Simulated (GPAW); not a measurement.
Input of a GPAW 26.7.0 run:

File run.py:

```python
import numpy as np
from ase.dft.bandgap import bandgap
from ase.io import read, write
from ase.units import GPa
from gpaw import GPAW, PW
from gpaw.spinorbit import soc_eigenstates

atoms = read('InP.xyz')

calc = GPAW(mode=PW(600),
            xc='MGGA_X_TPSS+MGGA_C_TPSS',
            kpts={'size': (6, 6, 6), 'gamma': True},
            occupations={'name': 'fermi-dirac', 'width': 0.05},
            nbands=18,
            convergence={'density': 1e-05, 'energy': 1e-05},
            eigensolver='davidson',
            maxiter=150,
            txt='gpaw.txt')
atoms.calc = calc
energy = atoms.get_potential_energy()
forces = atoms.get_forces()
stress = atoms.get_stress()
calc.write('gs.gpw')
write('result.traj', atoms)
print(f'Energy: {energy:.6f} eV')
print('Forces (eV/A):')
print(forces.round(4))
print('Stress (GPa):', (stress / GPa).round(3))
print('Fermi level:', round(calc.get_fermi_level(), 4), 'eV')
print(f'Gap: {bandgap(calc)[0]:.4f} eV, direct: {bandgap(calc, direct=True)[0]:.4f} eV')

path = atoms.cell.bandpath('GXWKGLUWLK,UX', npoints=80, eps=1e-4)
bs_calc = calc.fixed_density(kpts=path, symmetry='off', nbands=30,
                             convergence={'bands': 'CBM+6.0', 'eigenstates': 1e-6}, txt='bands.txt')
bs = bs_calc.band_structure()
bs.write('bs.json')
print(f'Gap on the path: {bandgap(bs_calc)[0]:.4f} eV')

soc = soc_eigenstates(bs_calc, theta=0, phi=0, ignore_xc_potential=True)
np.savetxt('soc_bands.dat', soc.eigenvalues(), fmt='%.4f')
mesh = soc_eigenstates('gs.gpw', theta=0, phi=0, ignore_xc_potential=True)
np.savetxt('soc_mesh.dat', mesh.eigenvalues(), fmt='%.4f')
print('Fermi level with spin-orbit coupling:', round(mesh.fermi_level, 4), 'eV')
```

Contents of InP.xyz:

```xyz
2
Lattice="0.0000000000 2.9305000000 2.9305000000 2.9305000000 0.0000000000 2.9305000000 2.9305000000 2.9305000000 0.0000000000" Properties=species:S:1:pos:R:3 pbc="T T T"
In     0.0000000000      0.0000000000      0.0000000000
P      4.3957500000      4.3957500000      4.3957500000
```

Potentials or basis: GPAW PAW data sets (gpaw-data 1.2.1), pw.

Command:

```sh
$ OMP_NUM_THREADS=1 python run.py
```

(1) What does it give for the band gap along the path?

(2) What does it give for the pressure?

(3) What does it give for the band gap on the k mesh?

Answers

(1) 0.82 eV, direct.

(2) 2.6 GPa.

(3) 0.82 eV, direct.

Caveat: spin-orbit coupling was added after a scalar SCF, so levels and gaps hold it while energy, forces, pressure and moments don't; this program's spin-orbit splittings come out too wide for heavy elements; the PAW data sets were made with another functional, which shifts forces and pressure a little.

**Measured values to compare with.**

From a printed reference work, data compilation, for a bulk crystal of InP at 1.6 K: band gap 1.4236 eV (direct).

A measured gap of InP is 1.4236 eV (direct; 1.6 K; a printed reference work, data compilation); the calculated 0.82 eV misses it by -0.61 eV. The value is that of TPSS, without temperature or zero-point motion.
